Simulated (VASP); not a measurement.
# Te2Mo (P2_1/m) in VASP: single point with PBE+D3(BJ)

Aim: the single point of Te2Mo with PBE+D3(BJ).

All numbers are computed with VASP 6.6.1; they aren't measurements. Logs are shortened: lines on timing, memory, paths and dates and some standing lists are left out, and cuts for length are marked.

## 1. The crystal as given

It takes space group P2_1/m (No. 11, monoclinic). The conventional cell has a = 6.340 Å, b = 3.467 Å, c = 13.287 Å, α = 90.00°, β = 93.77°, γ = 90.00°. Te (site symmetry m) is surrounded by 3 Mo at 2.78 to 2.80 Å. Te (site symmetry m) is surrounded by 3 Mo at 2.70 Å. Te (site symmetry m) has 3 Mo at 2.70 Å as nearest neighbours. Around Te (site symmetry m) lie 3 Mo at 2.78 to 2.80 Å. Mo (site symmetry m) is surrounded by 6 Te at 2.70 to 2.80 Å and 2 Mo at 2.89 Å. Mo (site symmetry m) has 6 Te at 2.70 to 2.80 Å and 2 Mo at 2.89 Å as nearest neighbours.

The cell is a database's computed one.

## 2. Single point, PBE+D3(BJ)

INCAR

```
SYSTEM = Te2Mo
ALGO     = Fast           ! electronic algorithm
EDIFF    = 1E-7           ! SCF threshold, eV
ENCUT    = 520            ! plane-wave cutoff, eV
GGA      = PE             ! functional
ISIF     = 2              ! what is computed and relaxed
ISMEAR   = -1             ! smearing method
IVDW     = 12             ! dispersion correction
LASPH    = .True.         ! aspherical terms in the spheres
LCHARG   = .False.        ! write CHGCAR
LREAL    = .False.        ! projectors in reciprocal space
LWAVE    = .False.        ! write WAVECAR
NBANDS   = 64             ! bands
NELM     = 80             ! most SCF steps
PREC     = Accurate       ! precision mode
SIGMA    = 0.02           ! smearing width, eV
```

KPOINTS

```
k-points
0
Gamma
  4 6 2
  0 0 0
```

POSCAR

```
Te2Mo
1.0
    6.3396866206      0.0000000000     -0.0734952248
    0.0000000000      3.4670692590      0.0000000000
   -0.7204824857      0.0000000000     13.2675505525
Te Mo
8 4
Direct
    0.4130422580      0.0000000000      0.8932127465
    0.5869990027      0.5000000000      0.1067844397
    0.9049895389      0.5000000000      0.8447008830
    0.0950469423      0.0000000000      0.1553057421
    0.4412401599      0.5000000000      0.6548015049
    0.5587231202      0.0000000000      0.3452017554
    0.9448096748      0.0000000000      0.6071135724
    0.0551474695      0.5000000000      0.3928829950
    0.8172095846      0.0000000000      0.9923731391
    0.1828360383      0.5000000000      0.0076238117
    0.6807508874      0.5000000000      0.4937028771
    0.3192043132      0.0000000000      0.5062955232
```

Potentials or basis: VASP PAW PBE potentials, release 64 (Te, Mo_sv).

On the command line:

```console
$ cat potpaw_PBE.64/Te/POTCAR potpaw_PBE.64/Mo_sv/POTCAR > POTCAR
$ mpirun -np 1 vasp_std > vasp.out
```

OUTCAR:

```text
SYSTEM = Te2Mo
   EDIFF = 1E-7
   ENCUT = 520
   GGA = PE
   ISIF = 2
   ISMEAR = -1
   IVDW = 12
   LASPH = .True.
   LREAL = .False.
   NELM = 80
   PREC = Accurate
 IVDW          = 12

 ion  position               nearest neighbor table
   1  0.413  0.000  0.893-  10 2.78  10 2.78   9 2.80   2 3.44   2 3.44   5 3.63   5 3.63   3 3.66
                             3 3.66   3 3.68   3 3.68
   2  0.587  0.500  0.107-   9 2.78   9 2.78  10 2.80   1 3.44   1 3.44   6 3.63   6 3.63   4 3.66
                             4 3.66   4 3.68   4 3.68
   3  0.905  0.500  0.845-  10 2.70   9 2.70   9 2.70   7 3.62   7 3.62   1 3.66   1 3.66   1 3.68
                             1 3.68
   4  0.095  0.000  0.155-   9 2.70  10 2.70  10 2.70   8 3.62   8 3.62   2 3.66   2 3.66   2 3.68
                             2 3.68
   5  0.441  0.500  0.655-  12 2.70  12 2.70  11 2.70   7 3.61   7 3.61   1 3.63   1 3.63
   6  0.559  0.000  0.345-  11 2.70  11 2.70  12 2.70   8 3.61   8 3.61   2 3.63   2 3.63
   7  0.945  0.000  0.607-  11 2.78  11 2.78  12 2.80   8 3.44   8 3.44   5 3.61   5 3.61   3 3.62
                             3 3.62
   8  0.055  0.500  0.393-  12 2.78  12 2.78  11 2.80   7 3.44   7 3.44   6 3.61   6 3.61   4 3.62
                             4 3.62
   9  0.817  0.000  0.992-   4 2.70   3 2.70   3 2.70   2 2.78   2 2.78   1 2.80  10 2.89  10 2.89

  10  0.183  0.500  0.008-   3 2.70   4 2.70   4 2.70   1 2.78   1 2.78   2 2.80   9 2.89   9 2.89

  11  0.681  0.500  0.494-   6 2.70   6 2.70   5 2.70   7 2.78   7 2.78   8 2.80  12 2.89  12 2.89

  12  0.319  0.000  0.506-   5 2.70   5 2.70   6 2.70   8 2.78   8 2.78   7 2.80  11 2.89  11 2.89

  LATTYP: Found a simple monoclinic cell.
 ALAT       =     6.3401126169
 B/A-ratio  =     0.5468466364
 C/A-ratio  =     2.0957196715
 COS(beta)  =    -0.0657956171

  Lattice vectors:

 A1 = (   6.3396866206,   0.0000000000,  -0.0734952248)
 A2 = (   0.0000000000,   3.4670692590,   0.0000000000)
 A3 = (  -0.7204824857,   0.0000000000,  13.2675505525)

Analysis of symmetry for initial positions (statically):
=====================================================================
 Subroutine PRICEL returns:
 Original cell was already a primitive cell.

 Routine SETGRP: Setting up the symmetry group for a
 simple monoclinic supercell.

 Subroutine GETGRP returns: Found  2 space group operations
 (whereof  2 operations were pure point group operations)
 out of a pool of  4 trial point group operations.

The static configuration has the point symmetry C_1h.

Analysis of symmetry for dynamics (positions and initial velocities):
=====================================================================
 Subroutine PRICEL returns:
 Original cell was already a primitive cell.

 Routine SETGRP: Setting up the symmetry group for a
 simple monoclinic supercell.

 Subroutine GETGRP returns: Found  2 space group operations
 (whereof  2 operations were pure point group operations)
 out of a pool of  4 trial point group operations.

The dynamic configuration has the point symmetry C_1h.

 Subroutine INISYM returns: Found  2 space group operations
 (whereof  2 operations are pure point group operations),
 and found     1 'primitive' translations

----------------------------------------------------------------------------------------

                                     Primitive cell

  volume of cell :     291.4389

  direct lattice vectors                    reciprocal lattice vectors
     6.339686621  0.000000000 -0.073495225     0.157835868  0.000000000  0.008571136
     0.000000000  3.467069259  0.000000000     0.000000000  0.288428043  0.000000000
    -0.720482486  0.000000000 13.267550552     0.000874327  0.000000000  0.075419342

  length of vectors
     6.340112617  3.467069259 13.287098731     0.158068420  0.288428043  0.075424410

  position of ions in fractional coordinates (direct lattice)
     0.413042258  0.000000000  0.893212746
     0.586999003  0.500000000  0.106784440
     0.904989539  0.500000000  0.844700883
     0.095046942  0.000000000  0.155305742
     0.441240160  0.500000000  0.654801505
     0.558723120  0.000000000  0.345201755
     0.944809675  0.000000000  0.607113572
     0.055147469  0.500000000  0.392882995
     0.817209585  0.000000000  0.992373139
     0.182836038  0.500000000  0.007623812
     0.680750887  0.500000000  0.493702877
[... 29 lines left out ...]
     0.000000000  0.048071340  0.000000000     0.000000000  0.166666667  0.000000000
     0.000437164  0.000000000  0.037709671     0.000000000  0.000000000  0.500000000

  Length of vectors
     0.039517105  0.048071340  0.037712205

  Shift w.r.t. Gamma in fractional coordinates (k-lattice)
     0.000000000  0.000000000  0.000000000

 Subroutine IBZKPT returns following result:
 ===========================================

 Found     24 irreducible k-points:

 Following reciprocal coordinates:
            Coordinates               Weight
  0.000000  0.000000  0.000000      1.000000
  0.250000  0.000000  0.000000      2.000000
  0.500000  0.000000  0.000000      1.000000
  0.000000  0.166667  0.000000      2.000000
  0.250000  0.166667  0.000000      4.000000
  0.500000  0.166667  0.000000      2.000000
[... 16 lines left out ...]
  0.250000  0.500000  0.500000      2.000000
  0.500000  0.500000  0.500000      1.000000
   k-points           NKPTS =     24   k-points in BZ     NKDIM =     24   number of bands    NBANDS=     64
   number of dos      NEDOS =    301   number of ions     NIONS =     12
   total plane-waves  NPLWV = 134400
   dimension x,y,z NGX =    48 NGY =   28 NGZ =  100
   dimension x,y,z NGXF=    96 NGYF=   56 NGZF=  200
   ions per type =               8   4
   NGX,Y,Z   is equivalent  to a cutoff of  12.59, 13.43, 12.51 a.u.
   NGXF,Y,Z  is equivalent  to a cutoff of  25.17, 26.85, 25.02 a.u.
 SYSTEM =  Te2Mo
   PREC   = accura    normal or accurate (medium, high low for compatibility)
   ISTART =      0    job   : 0-new  1-cont  2-samecut
   ICHARG =      2    charge: 1-file 2-atom 10-const
   ISPIN  =      1    spin polarized calculation?
   LNONCOLLINEAR =      F non collinear calculations
   LSORBIT =      F    spin-orbit coupling
   LASPH  =      T    aspherical Exc in radial PAW
   ENCUT  =  520.0 eV  38.22 Ry    6.18 a.u.  11.79  6.45 24.71*2*pi/ulx,y,z
   NELM   =     80;   NELMIN=  2; NELMDL= -5     # of ELM steps
   EDIFF  = 0.1E-06   stopping-criterion for ELM
   LREAL  =      F    real-space projection
   EDIFFG = 0.1E-05   stopping-criterion for IOM
   NSW    =      0    number of steps for IOM
   IBRION =     -1    ionic relax: 0-MD 1-quasi-New 2-CG
   NFREE  =      0    steps in history (QN), initial steepest desc. (CG)
   ISIF   =      2    stress and relaxation
   ISYM   =      2    0-nonsym 1-usesym 2-fastsym
   POTIM  = 0.5000    time-step for ionic-motion
   TEBEG  =    0.0;   TEEND  =   0.0 temperature during run
   PSTRESS=    0.0 pullay stress
   NELECT =     104.0000    total number of electrons
   NUPDOWN=      -1.0000    fix difference up-down
   EMIN   =  10.00;   EMAX   =-10.00  energy-range for DOS
   EFERMI =   0.00;   METHOD = LEGACY
   ISMEAR =    -1;   SIGMA  =   0.02  broadening in eV -4-tet -1-fermi 0-gaus
   EFERMI_NEDOS =   21; number of points for ismear=-14 and -15
   IALGO  =     68    algorithm
   IMIX   =      4    mixing-type and parameters
     AMIX     =   0.40;   BMIX     =  1.00
     AMIX_MAG =   1.60;   BMIX_MAG =  1.00
  volume/ion in A,a.u.               =      24.29       163.89
  Fermi-wavevector in a.u.,A,eV,Ry     =   1.161190  2.194332 18.345593  1.348363
  Thomas-Fermi vector in A             =   2.297765
   LORBIT       =      0    0 simple, 1 ext, 2 COOP (PROOUT), +10 PAW based schemes
   GGA     = PE    functional components
   LHFCALC =     F    Hartree Fock is set to
   AEXX    =    0.0000 exact exchange contribution
   IVDW    =    12    specifies the selected vdW correction
   LEPSILON=     F    determine dielectric tensor
   LRPA    =     F    only Hartree local field effects (RPA)
 non-spin polarized calculation
 RMM-DIIS sequential band-by-band and
  energy-cutoff  :      520.00
  volume of cell :      291.44
 maximum number of plane-waves:      7902
 NGX is ok and might be reduce to    48
   NGX = 23   NGY = 13   NGZ = 49

 number of electron     103.9999993 magnetization

 Free energy of the ion-electron system (eV)
  ---------------------------------------------------
  ext. energy  EPLUGINS =         0.00000000
  ---------------------------------------------------
  free energy    TOTEN  =       -71.61067539 eV

  energy without entropy =      -71.60344156  energy(sigma->0) =      -71.60705847

 E-fermi :   8.8673     XC(G=0): -10.6133

 val. band max:        8.8641133949   @ k =   0.0000   0.1667   0.5000
 cond. band min:       8.8826402113   @ k =   0.2500   0.1667   0.0000
 fundamental gap:      0.0185268164
 Fermi energy:         8.8672643200

 k-point     1 :       0.0000    0.0000    0.0000
  band No.  band energies     occupation
      1     -52.2752      2.00000
      2     -52.2305      2.00000
      3     -52.2156      2.00000
      4     -52.1716      2.00000
      5     -26.5424      2.00000
      6     -26.4962      2.00000
[... 1597 lines left out ...]
     63      11.0923      0.00000
     64      11.0925      0.00000

------------------------ aborting loop because EDIFF is reached ----------------------------------------

 Edisp (eV)   -6.61638

 E8    (eV) :    -3.0500

  FORCE on cell =-STRESS in cart. coord.  units (eV):
  Direction    XX          YY          ZZ          XY          YZ          ZX
  --------------------------------------------------------------------------------------
  -------------------------------------------------------------------------------------
  Total       0.06357    -0.00030    -0.05157     0.00000     0.00000    -0.00573
  in kB       0.34948    -0.00164    -0.28350     0.00000     0.00000    -0.03148
  external pressure =        0.02 kB  Pullay stress =        0.00 kB

 VOLUME and BASIS-vectors are now :
 -----------------------------------------------------------------------------
  energy-cutoff  :      520.00
  volume of cell :      291.44
      direct lattice vectors                 reciprocal lattice vectors
     6.339686621  0.000000000 -0.073495225     0.157835868  0.000000000  0.008571136
     0.000000000  3.467069259  0.000000000     0.000000000  0.288428043  0.000000000
    -0.720482486  0.000000000 13.267550552     0.000874327  0.000000000  0.075419342

 POSITION                                       TOTAL-FORCE (eV/Angst)
 -----------------------------------------------------------------------------------
      1.97501      0.00000     11.82039        -0.002453      0.000000     -0.007278
      3.64445      1.73353      1.37363         0.002470      0.000000      0.007375
      5.12876      1.73353     11.14060         0.002781      0.000000     -0.011582
      0.49067      0.00000      2.05354        -0.002600      0.000000      0.009929
      2.32555      1.73353      8.65518         0.000823      0.000000      0.009625
      3.29342      0.00000      4.53892        -0.000906      0.000000     -0.010412
      5.55238      0.00000      7.98547        -0.003445      0.000000      0.003738
      0.06655      1.73353      5.20854         0.003429      0.000000     -0.003650
      4.46587      0.00000     13.10630        -0.015577      0.000000      0.002679
      1.15363      1.73353      0.08771         0.015338      0.000000     -0.001142
      3.96004      1.73353      6.50020         0.016441      0.000000      0.005355
      1.65888      0.00000      6.69384        -0.016301      0.000000     -0.004636
 -----------------------------------------------------------------------------------
    total drift:                                0.000004      0.000000      0.000003

  FREE ENERGIE OF THE ION-ELECTRON SYSTEM (eV)
  ---------------------------------------------------
  free  energy   TOTEN  =       -78.2270550845 eV

  energy  without entropy=      -78.2198212522  energy(sigma->0) =      -78.22343817
```

Run time: 5.1 min. Hardware: 1 thread of Intel Xeon 6975P-C (Granite Rapids), shared host; peak memory 0.55 GiB.

What came out:

```yaml
Free_energy: -78.2271 eV
Pressure: 0.0 GPa
Largest_force: 0.017 eV/Å
Band_gap_on_the_k_mesh: none (metal or under the smearing width)
Dispersion_energy_per_atom: -0.551 eV
```

Forces on the atoms (eV/Å):
```
Te  -0.002  0.000 -0.007
Te   0.002  0.000  0.007
Te   0.003  0.000 -0.012
Te  -0.003  0.000  0.010
Te   0.001  0.000  0.010
Te  -0.001  0.000 -0.010
Te  -0.003  0.000  0.004
Te   0.003  0.000 -0.004
Mo  -0.016  0.000  0.003
Mo   0.015  0.000 -0.001
Mo   0.016  0.000  0.005
Mo  -0.016  0.000 -0.005
```

Levels at points of the mesh, in eV from the Fermi level:
```
           k point  band 48  band 49  band 50  band 51  band 52  band 53  band 54  band 55  band 56  band 57
(0.00, 0.00, 0.00)    -0.50    -0.39    -0.26     0.08     0.36     0.39     0.66     0.74     0.91     0.96
(0.50, 0.00, 0.00)    -1.00    -0.97    -0.93    -0.51    -0.45    -0.15    -0.10     0.77     0.79     1.41
(0.00, 0.50, 0.00)    -1.84    -1.64    -1.64    -1.42    -1.42     0.91     0.91     1.13     1.13     1.16
(0.50, 0.50, 0.00)    -1.92    -1.17    -1.17    -1.06    -1.06     0.93     0.93     1.03     1.03     1.65
(0.00, 0.00, 0.50)    -0.71    -0.13    -0.13     0.12     0.21     0.37     0.50     0.79     0.87     1.40
(0.50, 0.00, 0.50)    -0.99    -0.98    -0.93    -0.60    -0.30    -0.06    -0.04     0.70     0.83     1.27
(0.00, 0.50, 0.50)    -1.87    -1.63    -1.63    -1.51    -1.51     0.87     0.87     1.12     1.12     1.20
(0.50, 0.50, 0.50)    -1.91    -1.16    -1.16    -1.06    -1.06     0.96     0.96     0.98     0.98     1.56
```

Caveat: pairwise dispersion overbinds metals, which lowers pressure and volume. The run has no spin-orbit coupling, so splittings on Te are missing.
